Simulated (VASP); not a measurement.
Write the native input for VASP 6.6.1 that does the following.

| Quantity | Value |
| --- | --- |
| Task | relaxation of cell and atoms |
| Functional | PBE |
| Potentials or basis | VASP PAW PBE potentials, release 64 (Cd, Te) |
| Cutoff | 600 eV |
| k mesh | 8 × 8 × 8 |
| Occupations | gaussian, width 0.03 eV |
| Spin | no spin polarisation |
| Further INCAR settings | ALGO = Normal; EDIFF = 1e-07; IBRION = 2; EDIFFG = -0.005; NSW = 90; ISIF = 3 |

The structure of CdTe lies in POSCAR:

```
CdTe                                    
1.0
   -0.0000000000      3.3111409341      3.3111409341
    3.3111409341     -0.0000000000      3.3111409341
    3.3111409341      3.3111409341      0.0000000000
  Cd              Te            
     1     1
Direct
     0.0000000000000000    0.0000000000000000    0.0000000000000000
     0.2500000000000000    0.2500000000000000    0.2500000000000000
```

One way to write it, as run:

INCAR

```
SYSTEM = CdTe
PREC = Accurate ; ENCUT = 600
EDIFF = 1E-7 ; ISMEAR = 0
SIGMA = 0.03 ; LREAL = .False.
LASPH = .True. ; NELM = 80
ALGO = Normal ; ISIF = 3
LWAVE = .False. ; LCHARG = .False.
GGA = PE ; IBRION = 2
NSW = 90 ; EDIFFG = -0.005
```

KPOINTS

```
regular mesh
0
Gamma
  8 8 8
  0 0 0
```

Potentials or basis: VASP PAW PBE potentials, release 64 (Cd, Te).

Run with:

```sh
$ cat potpaw_PBE.64/Cd/POTCAR potpaw_PBE.64/Te/POTCAR > POTCAR
$ mpirun -np 1 vasp_std > vasp.out
```

Results of the run:

```
Pressure after relaxing : 0.0 GPa
Band gap on the k mesh  : 0.58 eV, direct
```

Caveat: the relaxation stopped at its first step, so nothing moved; spin-orbit coupling is left out, which moves the levels of the heavy elements.

Wall time 41 s on 1 thread of Intel(R) Xeon(R) Platinum 8488C (Sapphire Rapids), on a shared host, peak memory 0.25 GiB.
